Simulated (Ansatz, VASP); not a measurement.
## V: VASP beside Ansatz

```
V
1.0
     2.77006    0.00000    0.00000
    -1.38503    2.39894    0.00000
     0.00000    0.00000    8.93397
V
4
Direct
  0.00000 0.00000 0.00000
  0.00000 0.00000 0.50000
  0.33333 0.66667 0.75000
  0.66667 0.33333 0.25000
```

Alike in both runs: task single point; functional PBEsol; k mesh 9 × 9 × 2; occupations gaussian, width 0.1 eV; collinear spin.

```csv
,VASP,Ansatz
version,VASP 6.6.1,Ansatz 0.2.0
potentials or method,"VASP PAW PBE potentials, release 64 (V_sv)","scalar-relativistic, plane waves, PAW"
plane-wave cutoff (eV),520,420
valence electrons in the cell,52,52
```

```tsv
	VASP	Ansatz	Ansatz less VASP
gap on the k mesh at the Fermi level (eV)	none	none	-
pressure (GPa)	-16.4	-16.6	-0.16
largest component of the traceless stress (GPa)	2.78	2.80	+0.012
net moment per atom (μB)	0.00	0.00	0.000
```

A gap of «none» marks a metal or a gap that the smearing closes. Ansatz warned: «seeded_moment_not_kept».

Caveats: so large a pressure means that the cell lies far from this level's equilibrium, or that cutoff or potentials fall short (VASP); the potentials were made for another functional, which shifts forces and pressure (VASP).
